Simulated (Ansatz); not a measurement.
Crystal: FeGe.

```
CELL_PARAMETERS angstrom
4.99760 0.00000 0.00000
-2.49880 4.32805 0.00000
0.00000 0.00000 4.11576
ATOMIC_POSITIONS crystal
Ge 0.66667 0.33333 0.50000
Ge 0.33333 0.66667 0.50000
Ge 0.00000 0.00000 0.00000
Fe 0.00000 0.50000 0.00000
Fe 0.50000 0.50000 0.00000
Fe 0.50000 0.00000 0.00000
```

The cell is a database's computed one.

Program: Ansatz 0.2.0. Alike in all runs: level PBEsol; potentials or basis Ansatz PAW; cell as given; cutoff (eV) 420; smearing fermi-dirac 0.05 eV. Hardware: 2 threads of AMD EPYC (Zen 3), with other jobs on the host.

Order these runs on this cell by their wall time, lowest first.
A. task single point; spin collinear, ferromagnetic start; k mesh 6 × 6 × 7
B. task single point; spin non-collinear, random start; k mesh 5 × 5 × 5
C. task band structure; spin non-collinear, ferromagnetic start, SOC; k mesh 6 × 6 × 7; points for each segment of the path 14
D. task single point; spin off; k mesh 6 × 6 × 7
E. task band structure; spin collinear, ferromagnetic start; k mesh 6 × 6 × 7; points for each segment of the path 14

D (8 s), A (31 s), E (62 s), B (130 s), C (500 s).

Caveats: the starting moments weren't kept (some runs).
